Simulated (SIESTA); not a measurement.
Hf:

```xyz
1
Lattice="2.8801 0.0000 0.0000 -1.0138 2.9223 0.0000 -0.9884 -1.1915 2.7682" Properties=species:S:1:pos:R:3 pbc="T T T"
Hf    0.0000    0.0000    0.0000
```

This isn't the form of Hf at room conditions, which is hcp.

| Quantity | Value |
| --- | --- |
| Program | SIESTA 5.4.2 |
| Task | relaxation of cell and atoms |
| Functional | PBE |
| Potentials or basis | PseudoDojo 0.4 standard (PBE files) |
| Basis | DZP (energy shift 0.003 Ry; two zetas on semicore shells) |
| Grid cutoff | 800 Ry |
| Energy shift | 0.003 Ry |
| k mesh | 11 × 10 × 10 |
| Occupations | fermi-dirac, width 0.05 eV |
| Spin | no spin polarisation |

At the start: pressure -3.1 GPa; volume 23.30 Å³/atom.

Question: Where does the relaxation end?

Answer: Over 17 steps the energy falls by 205.3 meV/atom and the volume is 22.70 Å³/atom (-2.6 %); space group I4/mmm (No. 139, to 0.05 Å).

Step by step:
```tsv
step	energy change (eV)	largest force (eV/Å)	pressure (GPa)	volume (Å³)
1	0.0000	0.0000	-3.13	23.30
2	-0.0376	0.0000	-1.43	22.85
3	-0.0940	0.0000	5.66	21.39
4	-0.1137	0.0000	1.49	22.14
5	-0.1181	0.0000	0.67	22.31
6	-0.1267	0.0000	-1.20	22.76
7	-0.1303	0.0000	-1.47	22.83
8	-0.1454	0.0000	-1.05	22.86
9	-0.1553	0.0000	-0.32	22.78
10	-0.1714	0.0000	1.02	22.52
11	-0.1904	0.0000	2.37	22.21
12	-0.1974	0.0000	1.87	22.33
13	-0.2035	0.0000	0.34	22.62
14	-0.2042	0.0000	-0.05	22.70
15	-0.2046	0.0000	-0.19	22.73
16	-0.2052	0.0000	-0.21	22.73
17	-0.2053	0.0000	-0.06	22.70
```

Final structure:
```
Hf
1.0
     3.14628   -0.24063   -0.36481
    -1.37351    2.86835    0.26964
    -1.37759   -0.91420    2.72975
Hf
1
Direct
  0.00000 0.00000 0.00000
```

Caveat: short orbitals over semicore shells can move pressures by several GPa; the basis of atomic orbitals isn't converged, which shifts pressures, moduli and gaps.
